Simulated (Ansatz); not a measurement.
The system is Cu.

```
CELL_PARAMETERS angstrom
-1.44279 1.44279 1.37608
1.44279 -1.44279 1.37608
1.44279 1.44279 -1.37608
ATOMIC_POSITIONS crystal
Cu 0.00000 0.00000 0.00000
```

This isn't the form of Cu at room conditions, which is fcc.

Base run:

| Quantity | Value |
| --- | --- |
| Program | Ansatz 0.2.0 |
| Functional | PBEsol |
| Potentials or basis | all-electron LAPW, scalar-relativistic |
| Cutoff | 322 eV |
| Density cutoff | 1288 eV |
| Basis error allowed | 0.001 eV/atom |
| k mesh | 13 × 13 × 13 |
| Occupations | fermi-dirac, width 0.05 eV |
| Spin | no spin polarisation |

Its results: pressure -1.4 GPa.

Problem. After a change of settings the same cell gave: pressure -7.8 GPa. Which change was it?
A. potentials or basis from all-electron LAPW, scalar-relativistic to all-electron LAPW, inner shells corrected to Dirac's equation
B. potentials or basis from all-electron LAPW, scalar-relativistic to all-electron PAW datasets made for the crystal
C. potentials or basis from all-electron LAPW, scalar-relativistic to all-electron LAPW, non-relativistic
D. functional from PBEsol to LDA

Solution. D.

LDA binds more tightly than PBEsol, so the same cell stands under less pressure.

Not every run made on this cell is shown here.
